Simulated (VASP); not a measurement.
# Pb (Im-3m) in VASP: a series of runs

The runs below take Pb through single point, with RPBE.

Everything below comes from runs of VASP 6.6.1. Logs are shortened: lines on timing, memory, paths and dates and some standing lists are left out, and cuts for length are marked.

## 1. The structure

The structure is cubic, space group Im-3m (No. 229). Conventional cell: a = 4.050 Å, b = 4.050 Å, c = 4.050 Å, α = 90.00°, β = 90.00°, γ = 90.00°. Pb (site symmetry m-3m) has 8 Pb at 3.51 Å as nearest neighbours.

This isn't the form of Pb at room conditions, which is fcc.

## 2. Single point, RPBE

INCAR

```
SYSTEM = Pb
PREC = Accurate
ENCUT = 520
EDIFF = 1E-7
ISMEAR = -1
SIGMA = 0.1
LREAL = .False.
LASPH = .True.
NELM = 60
ALGO = Normal
ISIF = 2
LWAVE = .False.
LCHARG = .True.
GGA = RP
LELF = .True.
LVHAR = .True.
NBANDS = 13
```

KPOINTS

```
Automatic mesh
0
Gamma
  18 18 18
  0 0 0
```

POSCAR

```
Pb
1.0
   -2.0247897331      2.0247897331      2.0247897331
    2.0247897331     -2.0247897331      2.0247897331
    2.0247897331      2.0247897331     -2.0247897331
Pb
1
Direct
    0.0000000000      0.0000000000      0.0000000000
```

Potentials or basis: VASP PAW PBE potentials, release 64 (Pb_d).

Launch:

```bash
$ cat potpaw_PBE.64/Pb_d/POTCAR > POTCAR
$ mpirun -np 1 vasp_std > vasp.out
```

OUTCAR:

```text
SYSTEM = Pb
   PREC = Accurate
   ENCUT = 520
   EDIFF = 1E-7
   ISMEAR = -1
   LREAL = .False.
   LASPH = .True.
   NELM = 60
   ISIF = 2
   GGA = RP

 ion  position               nearest neighbor table
   1  0.000  0.000  0.000-

  LATTYP: Found a body centered cubic cell.
 ALAT       =     4.0495794662

  Lattice vectors:

 A1 = (  -2.0247897331,   2.0247897331,   2.0247897331)
 A2 = (   2.0247897331,  -2.0247897331,   2.0247897331)
 A3 = (   2.0247897331,   2.0247897331,  -2.0247897331)

Analysis of symmetry for initial positions (statically):
=====================================================================
 Subroutine PRICEL returns:
 Original cell was already a primitive cell.

 Routine SETGRP: Setting up the symmetry group for a
 body centered cubic supercell.

 Subroutine GETGRP returns: Found 48 space group operations
 (whereof 48 operations were pure point group operations)
 out of a pool of 48 trial point group operations.

The static configuration has the point symmetry O_h .

Analysis of symmetry for dynamics (positions and initial velocities):
=====================================================================
 Subroutine PRICEL returns:
 Original cell was already a primitive cell.

 Routine SETGRP: Setting up the symmetry group for a
 body centered cubic supercell.

 Subroutine GETGRP returns: Found 48 space group operations
 (whereof 48 operations were pure point group operations)
 out of a pool of 48 trial point group operations.

The dynamic configuration has the point symmetry O_h .

 Subroutine INISYM returns: Found 48 space group operations
 (whereof 48 operations are pure point group operations),
 and found     1 'primitive' translations

----------------------------------------------------------------------------------------

                                     Primitive cell

  volume of cell :      33.2047

  direct lattice vectors                    reciprocal lattice vectors
    -2.024789733  2.024789733  2.024789733     0.000000000  0.246939221  0.246939221
     2.024789733 -2.024789733  2.024789733     0.246939221  0.000000000  0.246939221
     2.024789733  2.024789733 -2.024789733     0.246939221  0.246939221  0.000000000

  length of vectors
     3.507038692  3.507038692  3.507038692     0.349224796  0.349224796  0.349224796

  position of ions in fractional coordinates (direct lattice)
     0.000000000  0.000000000  0.000000000

  ion indices of the primitive-cell ions
   primitive index   ion index
                 1           1

----------------------------------------------------------------------------------------

 KPOINTS: Automatic mesh

Automatic generation of k-mesh.
 Grid dimensions read from file:
 generate k-points for:   18   18   18

 Generating k-lattice:

  Cartesian coordinates                     Fractional coordinates (reciprocal lattice)
     0.000000000  0.013718846  0.013718846     0.055555556  0.000000000  0.000000000
     0.013718846  0.000000000  0.013718846     0.000000000  0.055555556  0.000000000
     0.013718846  0.013718846  0.000000000     0.000000000  0.000000000  0.055555556

  Length of vectors
     0.019401378  0.019401378  0.019401378

  Shift w.r.t. Gamma in fractional coordinates (k-lattice)
     0.000000000  0.000000000  0.000000000

 Subroutine IBZKPT returns following result:
 ===========================================

 Found    195 irreducible k-points:

 Following reciprocal coordinates:
            Coordinates               Weight
  0.000000  0.000000  0.000000      1.000000
  0.055556  0.000000  0.000000     12.000000
  0.111111  0.000000  0.000000     12.000000
  0.166667  0.000000  0.000000     12.000000
  0.222222  0.000000  0.000000     12.000000
  0.277778  0.000000  0.000000     12.000000
[... 16 lines left out ...]
  0.333333  0.111111  0.000000     48.000000
  0.388889  0.111111  0.000000     48.000000
 [... further k-points ...]
   k-points           NKPTS =    195   k-points in BZ     NKDIM =    195   number of bands    NBANDS=     13
   number of dos      NEDOS =    301   number of ions     NIONS =      1
   total plane-waves  NPLWV =  21952
   dimension x,y,z NGX =    28 NGY =   28 NGZ =   28
   dimension x,y,z NGXF=    56 NGYF=   56 NGZF=   56
   ions per type =               1
   NGX,Y,Z   is equivalent  to a cutoff of  13.27, 13.27, 13.27 a.u.
   NGXF,Y,Z  is equivalent  to a cutoff of  26.55, 26.55, 26.55 a.u.
 SYSTEM =  Pb
   PREC   = accura    normal or accurate (medium, high low for compatibility)
   ISTART =      0    job   : 0-new  1-cont  2-samecut
   ICHARG =      2    charge: 1-file 2-atom 10-const
   ISPIN  =      1    spin polarized calculation?
   LNONCOLLINEAR =      F non collinear calculations
   LSORBIT =      F    spin-orbit coupling
   LASPH  =      T    aspherical Exc in radial PAW
   ENCUT  =  520.0 eV  38.22 Ry    6.18 a.u.   6.52  6.52  6.52*2*pi/ulx,y,z
   NELM   =     60;   NELMIN=  2; NELMDL= -5     # of ELM steps
   EDIFF  = 0.1E-06   stopping-criterion for ELM
   LREAL  =      F    real-space projection
   EDIFFG = 0.1E-05   stopping-criterion for IOM
   NSW    =      0    number of steps for IOM
   IBRION =     -1    ionic relax: 0-MD 1-quasi-New 2-CG
   NFREE  =      0    steps in history (QN), initial steepest desc. (CG)
   ISIF   =      2    stress and relaxation
   ISYM   =      2    0-nonsym 1-usesym 2-fastsym
   POTIM  = 0.5000    time-step for ionic-motion
   TEBEG  =    0.0;   TEEND  =   0.0 temperature during run
   PSTRESS=    0.0 pullay stress
   NELECT =      14.0000    total number of electrons
   NUPDOWN=      -1.0000    fix difference up-down
   EMIN   =  10.00;   EMAX   =-10.00  energy-range for DOS
   EFERMI =   0.00;   METHOD = LEGACY
   ISMEAR =    -1;   SIGMA  =   0.10  broadening in eV -4-tet -1-fermi 0-gaus
   EFERMI_NEDOS =   21; number of points for ismear=-14 and -15
   IALGO  =     38    algorithm
   IMIX   =      4    mixing-type and parameters
     AMIX     =   0.40;   BMIX     =  1.00
     AMIX_MAG =   1.60;   BMIX_MAG =  1.00
  volume/ion in A,a.u.               =      33.20       224.08
  Fermi-wavevector in a.u.,A,eV,Ry     =   1.227583  2.319796 20.503441  1.506960
  Thomas-Fermi vector in A             =   2.362541
   LORBIT       =      0    0 simple, 1 ext, 2 COOP (PROOUT), +10 PAW based schemes
   GGA     = RP    functional components
   LHFCALC =     F    Hartree Fock is set to
   AEXX    =    0.0000 exact exchange contribution
   IVDW    =     0    specifies the selected vdW correction
   LEPSILON=     F    determine dielectric tensor
   LRPA    =     F    only Hartree local field effects (RPA)
 non-spin polarized calculation
  energy-cutoff  :      520.00
  volume of cell :       33.20
 maximum number of plane-waves:       935
 NGX is ok and might be reduce to    28
   NGX = 13   NGY = 13   NGZ = 13

 number of electron      13.9999999 magnetization

 Free energy of the ion-electron system (eV)
  ---------------------------------------------------
  ext. energy  EPLUGINS =         0.00000000
  ---------------------------------------------------
  free energy    TOTEN  =        -3.14763946 eV

  energy without entropy =       -3.12719010  energy(sigma->0) =       -3.13741478

 E-fermi :   6.4364     XC(G=0):  -9.6575

 val. band max:        6.4343440346   @ k =  -0.2778   0.5000   0.0556
 cond. band min:       6.4490946867   @ k =   0.5000   0.5000   0.3889
 fundamental gap:      0.0147506521
 Fermi energy:         6.4363994785

 k-point     1 :       0.0000    0.0000    0.0000
  band No.  band energies     occupation
      1     -10.7001      2.00000
      2     -10.7001      2.00000
      3     -10.7001      2.00000
      4     -10.5172      2.00000
      5     -10.5172      2.00000
      6      -4.7311      2.00000
      7      13.3345      0.00000
      8      13.3345      0.00000
      9      13.3345      0.00000
     10      16.9321      0.00000
     11      17.3731      0.00000
     12      17.3731      0.00000
     13      17.3731      0.00000

 k-point     2 :       0.0556    0.0000    0.0000
  band No.  band energies     occupation
      1     -10.7020      2.00000
      2     -10.6975      2.00000
      3     -10.6915      2.00000
      4     -10.5193      2.00000
      5     -10.5174      2.00000
      6      -4.6741      2.00000
      7      12.6589      0.00000
      8      13.1402      0.00000
      9      13.2675      0.00000
     10      16.8107      0.00000
     11      17.1462      0.00000
     12      17.2829      0.00000
     13      17.4532      0.00000

 k-point     3 :       0.1111    0.0000    0.0000
  band No.  band energies     occupation
      1     -10.7074      2.00000
      2     -10.6905      2.00000
      3     -10.6667      2.00000
      4     -10.5252      2.00000
      5     -10.5181      2.00000
      6      -4.5033      2.00000
      7      11.2598      0.00000
      8      12.6489      0.00000
      9      13.0707      0.00000
     10      15.9903      0.00000
     11      16.7060      0.00000
     12      17.1733      0.00000
     13      18.3091      0.00000
[... 305 lines left out ...]
 k-point    23 :       0.3333    0.1111    0.0000
  band No.  band energies     occupation
      1     -10.7416      2.00000
      2     -10.6710      2.00000
      3     -10.5386      2.00000
      4     -10.5276      2.00000
      5     -10.4494      2.00000
      6      -2.0205      2.00000
      7       4.1712      2.00000
      8       8.7613      0.00000
      9      10.9260      0.00000
     10      14.5528      0.00000
     11      16.5729      0.00000
     12      18.0746      0.00000
     13      20.7706      0.00000

 k-point    24 :       0.3889    0.1111    0.0000
  band No.  band energies     occupation
      1     -10.7463      2.00000
      2     -10.6742      2.00000
      3     -10.5331      2.00000
      4     -10.5287      2.00000
      5     -10.4278      2.00000
      6      -1.5130      2.00000
      7       3.3391      2.00000
      8       8.5259      0.00000
      9      10.7731      0.00000
     10      14.4184      0.00000
     11      16.4872      0.00000
     12      18.6782      0.00000
     13      20.3426      0.00000

 [... further k-points ...]

------------------------ aborting loop because EDIFF is reached ----------------------------------------

  FORCE on cell =-STRESS in cart. coord.  units (eV):
  Direction    XX          YY          ZZ          XY          YZ          ZX
  --------------------------------------------------------------------------------------
  -------------------------------------------------------------------------------------
  Total       -0.0011849     -0.0011849     -0.0011849     -0.0000000     -0.0000000      0.0000000
  in kB       -0.0571737     -0.0571737     -0.0571737     -0.0000000     -0.0000000      0.0000000
  external PRESSURE =      -0.0571737 kB  Pullay stress =       0.0000000 kB

 VOLUME and BASIS-vectors are now :
 -----------------------------------------------------------------------------
  energy-cutoff  :      520.00
  volume of cell :       33.20
      direct lattice vectors                 reciprocal lattice vectors
    -2.024789733  2.024789733  2.024789733     0.000000000  0.246939221  0.246939221
     2.024789733 -2.024789733  2.024789733     0.246939221  0.000000000  0.246939221
     2.024789733  2.024789733 -2.024789733     0.246939221  0.246939221  0.000000000

 POSITION                                       TOTAL-FORCE (eV/Angst)
 -----------------------------------------------------------------------------------
      0.00000      0.00000      0.00000        -0.000000     -0.000000      0.000000
 -----------------------------------------------------------------------------------
    total drift:                               -0.000000     -0.000000     -0.000000

  FREE ENERGIE OF THE ION-ELECTRON SYSTEM (eV)
  ---------------------------------------------------
  free  energy   TOTEN  =        -3.1476394600 eV

  energy  without entropy=       -3.1271901015  energy(sigma->0) =       -3.13741478
```

It took 27 s on 1 thread of Intel Xeon 6975P-C (Granite Rapids), shared host; peak memory 0.21 GiB.

Results:

| Property | Result |
| --- | --- |
| Free energy | -3.1476 eV |
| Pressure | 0.0 GPa |
| Band gap on the k mesh | none (metal or under the smearing width) |

Levels at points of the mesh, in eV from the Fermi level:
```csv
k point,band 4,band 5,band 6,band 7,band 8,band 9,band 10,band 11
"(0.00, 0.00, 0.00)",-16.95,-16.95,-11.17,6.90,6.90,6.90,10.50,10.94
"(0.50, 0.00, 0.00)",-16.96,-16.84,-7.83,-3.63,3.21,4.87,7.04,8.53
"(0.50, 0.50, 0.50)",-16.87,-16.87,-5.52,-0.27,-0.27,-0.27,4.46,4.46
```

Caveat: the PAW data sets were made with another functional, which shifts forces and pressure a little.

## 3. Single point, RPBE

This run uses another cell than the first one, of 34.53 Å³/atom, 1.040 times its volume.

INCAR

```
  PREC = Accurate
  ENCUT = 520
  EDIFF = 1E-6
  ISMEAR = -1
  SIGMA = 0.1
  LREAL = False
  LASPH = True
  NELM = 80
  ALGO = Normal
  ISIF = 2
  LWAVE = False
  LCHARG = False
  GGA = RP
  NBANDS = 13
```

KPOINTS

```
Automatic mesh
0
Gamma
  12 12 12
```

POSCAR

```
Pb
1.0
   -2.0514347588      2.0514347588      2.0514347588
    2.0514347588     -2.0514347588      2.0514347588
    2.0514347588      2.0514347588     -2.0514347588
Pb
1
Direct
    0.0000000000      0.0000000000      0.0000000000
```

Potentials or basis: VASP PAW PBE potentials, release 64 (Pb_d).

Launch:

```bash
$ cat potpaw_PBE.64/Pb_d/POTCAR > POTCAR
$ mpirun -np 1 vasp_std > vasp.out
```

OUTCAR:

```text
PREC = Accurate
   ENCUT = 520
   EDIFF = 1E-6
   ISMEAR = -1
   LREAL = False
   LASPH = True
   NELM = 80
   ISIF = 2
   GGA = RP

 ion  position               nearest neighbor table
   1  0.000  0.000  0.000-

  LATTYP: Found a body centered cubic cell.
 ALAT       =     4.1028695176

  Lattice vectors:

 A1 = (  -2.0514347588,   2.0514347588,   2.0514347588)
 A2 = (   2.0514347588,  -2.0514347588,   2.0514347588)
[... 561 lines left out ...]
     11      16.2766      0.00000
     12      19.3616      0.00000
     13      20.2935      0.00000

 [... further k-points ...]

------------------------ aborting loop because EDIFF is reached ----------------------------------------

  FORCE on cell =-STRESS in cart. coord.  units (eV):
  Direction    XX          YY          ZZ          XY          YZ          ZX
  --------------------------------------------------------------------------------------
  -------------------------------------------------------------------------------------
  Total       -0.2347545     -0.2347545     -0.2347545     -0.0000000     -0.0000000      0.0000000
  in kB      -10.8915909    -10.8915909    -10.8915909     -0.0000000     -0.0000000      0.0000000
  external PRESSURE =     -10.8915909 kB  Pullay stress =       0.0000000 kB

 VOLUME and BASIS-vectors are now :
 -----------------------------------------------------------------------------
  energy-cutoff  :      520.00
  volume of cell :       34.53
      direct lattice vectors                 reciprocal lattice vectors
    -2.051434759  2.051434759  2.051434759     0.000000000  0.243731855  0.243731855
     2.051434759 -2.051434759  2.051434759     0.243731855  0.000000000  0.243731855
     2.051434759  2.051434759 -2.051434759     0.243731855  0.243731855  0.000000000

 POSITION                                       TOTAL-FORCE (eV/Angst)
 -----------------------------------------------------------------------------------
      0.00000      0.00000      0.00000         0.000000     -0.000000      0.000000
 -----------------------------------------------------------------------------------
    total drift:                               -0.000000     -0.000000     -0.000000

  FREE ENERGIE OF THE ION-ELECTRON SYSTEM (eV)
  ---------------------------------------------------
  free  energy   TOTEN  =        -3.1429518259 eV

  energy  without entropy=       -3.1208228134  energy(sigma->0) =       -3.13188732
```

stdout:

```text
POSCAR found type information on POSCAR Pb
 POSCAR found :  1 types and       1 ions
 scaLAPACK will be used
 -----------------------------------------------------------------------------
|                                                                             |
|                                                                             |
|     You enforced a specific xc type in the INCAR file but a different       |
|     I HOPE YOU KNOW WHAT YOU ARE DOING!                                     |
|                                                                             |
 -----------------------------------------------------------------------------

 LDA part: xc-table for (Slater+PW92), standard interpolation
 POSCAR, INCAR and KPOINTS ok, starting setup
 FFT: planning ... GRIDC
 FFT: planning ... GRID_SOFT
 FFT: planning ... GRID
 WAVECAR not read
 entering main loop
```

Wall time 10 s (1 thread of Intel Xeon 6975P-C (Granite Rapids), shared host); peak memory 0.17 GiB.

What came out:

| Property | Result |
| --- | --- |
| Free energy | -3.1430 eV |
| Pressure | -1.1 GPa |
| Band gap on the k mesh | none (metal or under the smearing width) |

Caveat: the PAW data sets were made with another functional, which shifts forces and pressure a little. The run has no spin-orbit coupling, so splittings on Pb are missing.
